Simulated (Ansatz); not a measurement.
# Si2W (I4/mmm) in Ansatz: further runs

The runs below take Si2W through band structure, with PBE, PBE+U.

Everything below comes from runs of Ansatz 0.2.0. Logs are shortened: lines on timing, memory, paths and dates and some standing lists are left out, and cuts for length are marked.

## Step 1: The crystal as given

The structure is tetragonal, space group I4/mmm (No. 139). Conventional cell: a = 3.214 Å, b = 3.214 Å, c = 7.830 Å, α = 90.00°, β = 90.00°, γ = 90.00°. W (site symmetry 4/mmm) has 10 Si at 2.62 Å as nearest neighbours. Around Si (site symmetry 4mm) lie 5 Si at 2.59 to 2.63 Å and 5 W at 2.62 Å.

## Step 2: Band structure, PBE

input.yaml reads:

```yaml
crystal:
  lattice:
    - [-1.6069, 1.6069, 3.91495]
    - [1.6069, -1.6069, 3.91495]
    - [1.6069, 1.6069, -3.91495]
  atoms:
    - { symbol: W, position: [0.0, 0.0, 0.0] }
    - { symbol: Si, position: [0.6653, 0.6653, 0.0] }
    - { symbol: Si, position: [0.3347, 0.3347, 0.0] }
hamiltonian:
  xc: pbe
  pseudopotentials: { kind: paw }
kpoints:
  mp_grid: { grid: [12, 12, 12] }
  band_path:
    path:
      - [[0.0, 0.0, 0.0], [0.0, 0.0, 0.5], [-0.084235521, 0.084235521, 0.5], [-0.2921177605, 0.2921177605, 0.2921177605], [0.0, 0.0, 0.0], [0.5, 0.5, -0.5], [0.2921177605, 0.7078822395, -0.2921177605], [0.0, 0.5, 0.0], [0.25, 0.25, 0.25], [0.5, 0.5, -0.084235521], [0.5, 0.5, -0.5]]
      - [[0.0, 0.0, 0.5], [0.25, 0.25, 0.25]]
    npoints: 14
scf:
  occupations: { method: fermi_dirac, width: 0.05 }
  n_extra_bands: 7
output:
  forces: true
  stress: true
  eigenvalues: true
  fatbands: true
```

Potentials or basis: Ansatz PAW.

On the command line:

```sh
$ ansatz run input.yaml --threads 2 --pin off --max-ram 5632MiB --backend cpu --events-out ev --progress --plain --runs-dir out
```

Output:

```text
Warning: RAYON_NUM_THREADS=2 ignored (pool sized by the plan → 2); use --threads N
scf.n_extra_bands = 7 over 11 filled bands (N_el = 22.0): the run solves 18 bands
Engine: ansatz 0.2.0, aarch64-unknown-linux-gnu
Pseudopotentials: kind: paw
Pseudopotential: W, paw, valence charge 14, recommended cutoff 420 eV (normal), W.paw.azcp
Pseudopotential: Si, paw, valence charge 4, recommended cutoff 420 eV (normal), Si.paw.azcp
Functional definition: PBE
  parameter kappa = 0.804
  parameter beta = 0.06672455060314922
  exchange = pbe_x(kappa = kappa, mu = beta*pi^2/3)
  correlation = pbe_c(beta = beta)
Crystal: 3 atoms, lattice volume = 40.436 Å³
Basis set: ecut = 420 eV, 793 PW (Γ), exchange–correlation on 64×64×64 points (8 copies of the dense FFT grid, shifted against one another)
Bands: 18, of which v1, the nominal top of the filled ones, is band 11 counted from 1 (10 counted from 0)
Symmetry: 16 space group operations
Space group: I4/mmm (ITA 139), of the structure as read, at distance tolerance 3.4e-5 Å
k-points: 163 of 1728
Non-local potential: W, projectors of the file, l = 0: 3, l = 1: 2, l = 2: 2, l = 3: 1
Non-local potential: Si, projectors of the file, l = 0: 2, l = 1: 2, l = 2: 2
PAW form: soft (Blöchl's): semilocal exchange-correlation on the pseudo side does not see the compensation charge
PAW one-centre angular grid: W, 590 points (default); XC on 64 Gauss nodes
PAW one-centre angular grid: Si, 110 points (default); XC on 64 Gauss nodes
Initial density: superposition of atomic densities (neutral atoms: chi_scale 0, normalization atom), corrected by the library's trained network
Initial wavefunctions: pseudopotential atomic-orbital guess
Functional: x = pbe(κ = 0.804, μ = 0.2195149727645171), c = pbe(β = 0.06672455060314922)
SCF iter   1: F=—  HF=-11657.455348 eV  |F-HF|=—  |Δ(HF+E_count)|=         —  Δρ=3.53e-3  dr2=2.17e-3  ethr=1.77e-3  ⟨swp⟩=5.4  Hψ=16532  notcnv=0  defer=6
preconditioner: auto → Kerker (q_TF=auto, 2.465 Å⁻¹)  [metal: Δε(μ)=0.064 eV  Ē_g=9.805 eV  σ=0.050 eV  W_gap=0.30  n_scr=10 (ndim 8)  ℏωp=21.8 eV  f_vac=0.000  D(μ)=0.22/eV (n_scr^D=0)]
SCF iter   2: F=—  HF=-11657.455658 eV  |F-HF|=—  |Δ(HF+E_count)|=   3.10e-4  Δρ=2.02e-3  dr2=8.65e-4  ethr=9.89e-6  ⟨swp⟩=1.0  Hψ=4242  notcnv=0  defer=68
SCF iter   3: F=—  HF=-11657.455744 eV  |F-HF|=—  |Δ(HF+E_count)|=   8.61e-5  Δρ=2.35e-4  dr2=3.12e-5  ethr=3.93e-6  ⟨swp⟩=2.4  Hψ=3710  notcnv=0  defer=68
SCF iter   4: F=—  HF=-11657.455746 eV  |F-HF|=—  |Δ(HF+E_count)|=   1.84e-6  Δρ=9.75e-5  dr2=2.94e-6  ethr=1.42e-7  ⟨swp⟩=2.3  Hψ=3570  notcnv=0  defer=68
SCF iter   5: F=—  HF=-11657.455746 eV  |F-HF|=—  |Δ(HF+E_count)|=   1.28e-7  Δρ=1.95e-5  dr2=2.49e-7  ethr=1.34e-8  ⟨swp⟩=2.1  Hψ=3615  notcnv=0  defer=68
SCF iter   6: F=-11657.455746 eV  HF=-11657.455746 eV  |F-HF|=5.96e-9  |Δ(HF+E_count)|=   3.81e-8  Δρ=4.07e-6  dr2=9.39e-9  ethr=4.55e-10  ⟨swp⟩=7.6  Hψ=11967  notcnv=0
SCF 1 converged in 6 iterations: F = -11657.455746 eV  dr2 = 9.39e-9
NSCF: frozen V_eff on 156 k-points
SCF converged after 6 iterations
Free energy (F): -11657.455746 eV
Harris-Foulkes:  -11657.455746 eV  (|F-HF|=5.96e-9)
Internal energy: -11657.453798 eV  (E = F + TS)
E sigma→0 (E₀):  -11657.454772 eV
Entropy (-TS):   -0.001948 eV (-0.649 meV/atom)
Fermi energy:    16.761849 eV
--- Per-component energies (eV) ---
  E_band       = -80.231429
  E_kinetic    = 541.575557
  E_local      = -946.519403  (includes V_loc(G=0)·N_el)
  E_nonlocal   = 50.698200
  E_hartree    = 371.704841
  E_xc         = -382.065485
  E_vxc        = -338.773830  (∫ρ·V_xc dr)
  E_paw        = -9588.364816  (= ΣΔE_a)
  E_vpaw       = -130.624382  (= ΣTr[D̂ρ^β])
  E_aug_tail   = -0.000067  (compensation charges beyond the density's cutoff)
  E_ewald      = -1704.482625
  E_smearing   = -0.001948  (= −TS)
  E_closure    = 0.000000  (closes the sum)
  Σ components = -11657.455746   (vs F -11657.455746, Δ=0.00e0)
--- Forces (eV/Å), atoms counted from 1 ---
  atom   1  W      0.00000000    -0.00000000     0.00000000
  atom   2  Si     0.00000000    -0.00000000     0.07555030
  atom   3  Si     0.00000000    -0.00000000    -0.07555030
  max |Σ_I F_I| component: 3.47e-17 eV/Å
--- Stress (GPa, compression-positive) ---
        3.089711       0.000000       0.000000
        0.000000       3.089711       0.000000
        0.000000       0.000000       3.682569
  P = ⅓ Tr σ = 3.2873 GPa (32.873 kbar)
--- Band table (eV; the first three rows and the last of 163) ---
  k-point 0: bands = ["-57.0343", "-21.3341", "-21.3132", "-21.3132", "2.6725", "9.8926", "13.0111", "13.4210", "13.9038", "13.9038", "17.3556", "19.5006", "19.6847", "19.8188", "19.8188", "21.3754", "22.4463", "22.4463"]
  k-point 1: bands = ["-57.0333", "-21.3313", "-21.3275", "-21.3258", "2.8973", "10.0953", "12.3856", "13.3578", "13.4712", "14.5535", "16.3190", "19.2260", "19.9832", "20.0204", "20.3021", "21.3436", "22.6786", "23.0568"]
  k-point 2: bands = ["-57.0306", "-21.3652", "-21.3599", "-21.3238", "3.5489", "10.6053", "11.6875", "12.2752", "13.6391", "14.5673", "15.0389", "19.2274", "20.3374", "20.4179", "20.9319", "20.9894", "23.9900", "23.9951"]
  k-point 162: bands = ["-57.0342", "-21.3513", "-21.3144", "-21.3144", "4.9463", "5.7170", "12.9023", "14.1741", "15.9090", "15.9090", "16.2459", "16.2459", "17.5331", "21.2561", "21.6344", "22.9012", "24.6352", "25.3926"]
```

bands.tsv:

```text
# k_distance	band_0	band_1	band_2	band_3	band_4	band_5	band_6	band_7	band_8	band_9	band_10	band_11	band_12	band_13	band_14	band_15	band_16	band_17
# fermi_ev = 16.761849
# lock_threshold_ev = 1e-12
[... 171 lines left out ...]
8.525674	-73.781156	-38.261922	-38.261088	-38.056741	-9.485240	-6.744451	-6.602323	-6.430723	-3.242531	-2.689598	-2.211485	0.323905	2.959369	3.606633	4.017434	4.151513	6.293884	9.009974
8.554333	-73.781156	-38.261786	-38.261224	-38.056741	-9.478197	-6.697563	-6.642814	-6.486770	-3.131488	-2.607045	-2.285510	0.187058	2.959370	3.610859	4.038324	4.128606	6.319622	9.373165
8.582993	-73.781156	-38.261646	-38.261364	-38.056741	-9.473781	-6.667342	-6.647925	-6.542038	-3.059913	-2.524457	-2.362858	0.099896	2.959371	3.613268	4.060131	4.105549	6.334108	9.749761
8.611652	-73.781157	-38.261506	-38.261506	-38.056760	-9.472277	-6.675563	-6.595933	-6.595933	-3.035116	-2.442781	-2.442781	0.069868	2.959371	3.614041	4.082615	4.082615	6.338779	10.111070
```

Wall time 4.8 s (2 threads of Arm Neoverse V2, shared host); peak memory 0.39 GiB.

Results:

```
Free energy            : -11657.4557 eV
Pressure               : 3.3 GPa
Largest force          : 0.076 eV/Å
Band gap on the k mesh : none (metal or under the smearing width)
```

Forces in eV/Å, atoms in the order of the input:
```
W    0.000  0.000  0.000
Si   0.000  0.000  0.076
Si   0.000  0.000 -0.076
```

Levels at the corners of the path, in eV from the Fermi level:
```tsv
point	band 7	band 8	band 9	band 10	band 11	band 12	band 13	band 14	band 15	band 16
Γ	-3.75	-3.34	-2.86	-2.86	0.59	2.74	2.92	3.06	3.06	4.61
X	-6.01	-5.50	-5.03	-3.27	-1.78	2.79	2.96	3.12	3.89	4.30
Y	-5.91	-5.14	-4.09	-3.13	-2.33	1.96	2.12	3.02	5.14	5.32
S	-7.78	-3.07	-2.72	-2.48	-0.34	1.78	2.51	3.53	4.39	4.48
Γ	-3.75	-3.34	-2.86	-2.86	0.59	2.74	2.92	3.06	3.06	4.61
Z	-3.86	-2.59	-0.85	-0.85	-0.52	-0.52	0.77	4.49	4.87	6.14
S1	-7.78	-3.07	-2.72	-2.48	-0.34	1.78	2.51	3.53	4.39	4.48
N	-5.76	-4.87	-2.82	-2.78	-0.45	2.69	2.78	3.93	4.41	5.09
P	-6.60	-6.60	-3.04	-2.44	-2.44	0.07	2.96	3.61	4.08	4.08
Y1	-5.91	-5.14	-4.09	-3.13	-2.33	1.96	2.12	3.02	5.14	5.32
Z	-3.86	-2.59	-0.85	-0.85	-0.52	-0.52	0.77	4.49	4.87	6.14
X	-6.01	-5.50	-5.03	-3.27	-1.78	2.79	2.96	3.12	3.89	4.30
P	-6.60	-6.60	-3.04	-2.44	-2.44	0.07	2.96	3.61	4.08	4.08
```

Caveat: spin-orbit coupling is left out, which moves the levels of the heavy elements.

## Step 3: Band structure, PBE+U

Changes to input.yaml since step 2:

```diff
@@ -12,2 +12,3 @@
   pseudopotentials: { kind: paw }
+  hubbard: { sites: [{ species: W, l: d, u_eff: 1.0 }] }
 kpoints:
@@ -26,2 +27,2 @@
   eigenvalues: true
-  fatbands: true
+  fatbands: false
```

Potentials or basis: Ansatz PAW.

On the command line:

```sh
$ ansatz run input.yaml --threads 2 --pin off --max-ram 5632MiB --backend cpu --events-out ev --progress --plain --runs-dir out
```

Wall time 6.4 s (2 threads of Arm Neoverse V2, shared host); peak memory 0.44 GiB.

Results (log left out):

| Item | Value |
| --- | --- |
| Free energy | -11656.2352 eV |
| Pressure | 3.1 GPa |
| Largest force | 0.028 eV/Å |
| Band gap on the k mesh | none (metal or under the smearing width) |

Forces in eV/Å, atoms in the order of the input:
```
W    0.000  0.000  0.000
Si   0.000  0.000  0.028
Si   0.000  0.000 -0.028
```

Stress tensor (GPa, compression positive):
```
3.00 0.00 0.00
0.00 3.00 0.00
0.00 0.00 3.24
```

Levels at the corners of the path, in eV from the Fermi level:
| point | band 8 | band 9 | band 10 | band 11 | band 12 | band 13 | band 14 | band 15 |
| --- | --- | --- | --- | --- | --- | --- | --- | --- |
| Γ | -3.24 | -2.88 | -2.88 | 0.57 | 2.76 | 2.94 | 3.09 | 3.09 |
| X | -5.48 | -5.00 | -3.30 | -1.74 | 2.81 | 3.07 | 3.17 | 3.88 |
| Y | -5.11 | -4.09 | -3.16 | -2.30 | 1.97 | 2.22 | 3.07 | 5.14 |
| S | -3.01 | -2.73 | -2.50 | -0.38 | 1.83 | 2.57 | 3.54 | 4.41 |
| Γ | -3.24 | -2.88 | -2.88 | 0.57 | 2.76 | 2.94 | 3.09 | 3.09 |
| Z | -2.54 | -0.83 | -0.83 | -0.56 | -0.56 | 0.75 | 4.52 | 4.90 |
| S1 | -3.01 | -2.73 | -2.50 | -0.38 | 1.83 | 2.57 | 3.54 | 4.41 |
| N | -4.84 | -2.83 | -2.75 | -0.50 | 2.78 | 2.80 | 3.95 | 4.43 |
| P | -6.59 | -3.02 | -2.44 | -2.44 | 0.11 | 3.07 | 3.67 | 4.09 |
| Y1 | -5.11 | -4.09 | -3.16 | -2.30 | 1.97 | 2.22 | 3.07 | 5.14 |
| Z | -2.54 | -0.83 | -0.83 | -0.56 | -0.56 | 0.75 | 4.52 | 4.90 |
| X | -5.48 | -5.00 | -3.30 | -1.74 | 2.81 | 3.07 | 3.17 | 3.88 |
| P | -6.59 | -3.02 | -2.44 | -2.44 | 0.11 | 3.07 | 3.67 | 4.09 |

Eigenvalues of the final occupation matrices:
| site | spin | trace | eigenvalues |
| --- | --- | --- | --- |
| site 1 | 1 | 2.73 | 0.45 0.50 0.58 0.60 0.60 |

Caveat: spin-orbit coupling is left out, which moves the levels of the heavy elements; U without spin polarisation on a metal has little footing; the U is typed as a test and isn't derived for this compound.

## Step 4: Band structure, PBE+U

Changes to input.yaml since step 3:

```diff
@@ -12,3 +12,3 @@
   pseudopotentials: { kind: paw }
-  hubbard: { sites: [{ species: W, l: d, u_eff: 1.0 }] }
+  hubbard: { sites: [{ species: W, l: d, u_eff: 2.0 }] }
 kpoints:
```

On the command line:

```sh
$ ansatz run input.yaml --threads 2 --pin off --max-ram 5632MiB --backend cpu --events-out ev --progress --plain --runs-dir out
```

It took 6.2 s on 2 threads of Arm Neoverse V2, shared host; peak memory 0.45 GiB.

It converged, with:

```yaml
Free_energy: -11655.0179 eV
Pressure: 2.9 GPa
Largest_force: 0.028 eV/Å
Band_gap_on_the_k_mesh: none (metal or under the smearing width)
```

Forces in eV/Å, atoms in the order of the input:
```
W    0.000  0.000  0.000
Si   0.000  0.000 -0.028
Si   0.000  0.000  0.028
```

Stress tensor (GPa, compression positive):
```
2.95 0.00 0.00
0.00 2.95 0.00
0.00 0.00 2.76
```

Levels at the corners of the path, in eV from the Fermi level:
| point | band 8 | band 9 | band 10 | band 11 | band 12 | band 13 | band 14 | band 15 |
| --- | --- | --- | --- | --- | --- | --- | --- | --- |
| Γ | -3.13 | -2.90 | -2.90 | 0.54 | 2.78 | 2.96 | 3.11 | 3.11 |
| X | -5.47 | -4.97 | -3.35 | -1.71 | 2.84 | 3.20 | 3.23 | 3.86 |
| Y | -5.08 | -4.08 | -3.21 | -2.28 | 1.98 | 2.32 | 3.13 | 5.14 |
| S | -2.94 | -2.75 | -2.52 | -0.44 | 1.89 | 2.64 | 3.54 | 4.42 |
| Γ | -3.13 | -2.90 | -2.90 | 0.54 | 2.78 | 2.96 | 3.11 | 3.11 |
| Z | -2.49 | -0.81 | -0.81 | -0.61 | -0.61 | 0.72 | 4.54 | 4.93 |
| S1 | -2.94 | -2.75 | -2.52 | -0.44 | 1.89 | 2.64 | 3.54 | 4.42 |
| N | -4.82 | -2.85 | -2.72 | -0.55 | 2.82 | 2.88 | 3.97 | 4.45 |
| P | -6.60 | -3.00 | -2.44 | -2.44 | 0.14 | 3.20 | 3.72 | 4.10 |
| Y1 | -5.08 | -4.08 | -3.21 | -2.28 | 1.98 | 2.32 | 3.13 | 5.14 |
| Z | -2.49 | -0.81 | -0.81 | -0.61 | -0.61 | 0.72 | 4.54 | 4.93 |
| X | -5.47 | -4.97 | -3.35 | -1.71 | 2.84 | 3.20 | 3.23 | 3.86 |
| P | -6.60 | -3.00 | -2.44 | -2.44 | 0.14 | 3.20 | 3.72 | 4.10 |

Eigenvalues of the final occupation matrices:
```tsv
site	spin	trace	eigenvalues
site 1	1	2.74	0.44 0.49 0.59 0.61 0.61
```

Caveat: spin-orbit coupling is left out, which moves the levels of the heavy elements; U without spin polarisation on a metal has little footing; the U is typed as a test and isn't derived for this compound.

## Step 5: Band structure, PBE+U

Changes to input.yaml since step 4:

```diff
@@ -12,3 +12,3 @@
   pseudopotentials: { kind: paw }
-  hubbard: { sites: [{ species: W, l: d, u_eff: 2.0 }] }
+  hubbard: { sites: [{ species: W, l: d, u_eff: 3.0 }] }
 kpoints:
```

On the command line:

```sh
$ ansatz run input.yaml --threads 2 --pin off --max-ram 5632MiB --backend cpu --events-out ev --progress --plain --runs-dir out
```

Wall time 6.3 s (2 threads of Arm Neoverse V2, shared host); peak memory 0.45 GiB.

The run converged. Its results:

```
Free energy            : -11653.8048 eV
Pressure               : 2.7 GPa
Largest force          : 0.098 eV/Å
Band gap on the k mesh : none (metal or under the smearing width)
```

Forces on the atoms (eV/Å):
```
W    0.000  0.000  0.000
Si   0.000  0.000 -0.098
Si   0.000  0.000  0.098
```

Stress tensor (GPa, compression positive):
```
2.96 0.00 0.00
0.00 2.96 0.00
0.00 0.00 2.25
```

Levels at the corners of the path, in eV from the Fermi level:
| point | band 7 | band 8 | band 9 | band 10 | band 11 | band 12 | band 13 | band 14 | band 15 | band 16 |
| --- | --- | --- | --- | --- | --- | --- | --- | --- | --- | --- |
| Γ | -3.68 | -3.00 | -2.94 | -2.94 | 0.49 | 2.80 | 2.98 | 3.14 | 3.14 | 4.78 |
| X | -5.95 | -5.45 | -4.95 | -3.40 | -1.68 | 2.86 | 3.30 | 3.34 | 3.83 | 4.39 |
| Y | -5.84 | -5.06 | -4.09 | -3.26 | -2.25 | 1.98 | 2.44 | 3.18 | 5.13 | 5.46 |
| S | -7.67 | -2.87 | -2.79 | -2.55 | -0.50 | 1.95 | 2.71 | 3.54 | 4.43 | 4.51 |
| Γ | -3.68 | -3.00 | -2.94 | -2.94 | 0.49 | 2.80 | 2.98 | 3.14 | 3.14 | 4.78 |
| Z | -3.54 | -2.44 | -0.79 | -0.79 | -0.67 | -0.67 | 0.67 | 4.56 | 4.95 | 6.22 |
| S1 | -7.67 | -2.87 | -2.79 | -2.55 | -0.50 | 1.95 | 2.71 | 3.54 | 4.43 | 4.51 |
| N | -5.68 | -4.80 | -2.89 | -2.68 | -0.62 | 2.83 | 3.00 | 3.99 | 4.46 | 5.15 |
| P | -6.61 | -6.60 | -2.99 | -2.45 | -2.45 | 0.18 | 3.34 | 3.78 | 4.10 | 4.10 |
| Y1 | -5.84 | -5.06 | -4.09 | -3.26 | -2.25 | 1.98 | 2.44 | 3.18 | 5.13 | 5.46 |
| Z | -3.54 | -2.44 | -0.79 | -0.79 | -0.67 | -0.67 | 0.67 | 4.56 | 4.95 | 6.22 |
| X | -5.95 | -5.45 | -4.95 | -3.40 | -1.68 | 2.86 | 3.30 | 3.34 | 3.83 | 4.39 |
| P | -6.61 | -6.60 | -2.99 | -2.45 | -2.45 | 0.18 | 3.34 | 3.78 | 4.10 | 4.10 |

Eigenvalues of the final occupation matrices:
| site | spin | trace | eigenvalues |
| --- | --- | --- | --- |
| site 1 | 1 | 2.74 | 0.43 0.49 0.59 0.61 0.61 |

Caveat: spin-orbit coupling is left out, which moves the levels of the heavy elements; U without spin polarisation on a metal has little footing; the U is typed as a test and isn't derived for this compound.

## Step 6: The runs side by side

```csv
level,U,hubbard projectors,double counting,gap on the mesh (eV),pressure (GPa),largest force (eV/Å)
PBE,-,-,-,none,3.3,0.08
PBE+U,W d U = 1 eV,ortho-atomic (the default),fll (the default),none,3.1,0.03
PBE+U,W d U = 2 eV,ortho-atomic (the default),fll (the default),none,2.9,0.03
PBE+U,W d U = 3 eV,ortho-atomic (the default),fll (the default),none,2.7,0.10
```

Alike in all rows: task band structure; potentials or basis Ansatz PAW; no spin polarisation; cell as given; k mesh 12 × 12 × 12; cutoff (eV) 420; smearing fermi-dirac 0.05 eV.

Every run on the cell as given and a fine mesh finds a metal. The pressure there spans 2.7 GPa (PBE+U) to 3.3 GPa (PBE); a positive pressure means that this level wants a larger cell, a negative one a smaller.

Caveats: spin-orbit coupling is left out, which moves the levels of the heavy elements; U without spin polarisation on a metal has little footing (some runs); the U is typed as a test and isn't derived for this compound (some runs).

Absolute energies hang on the potentials; compare differences alone.
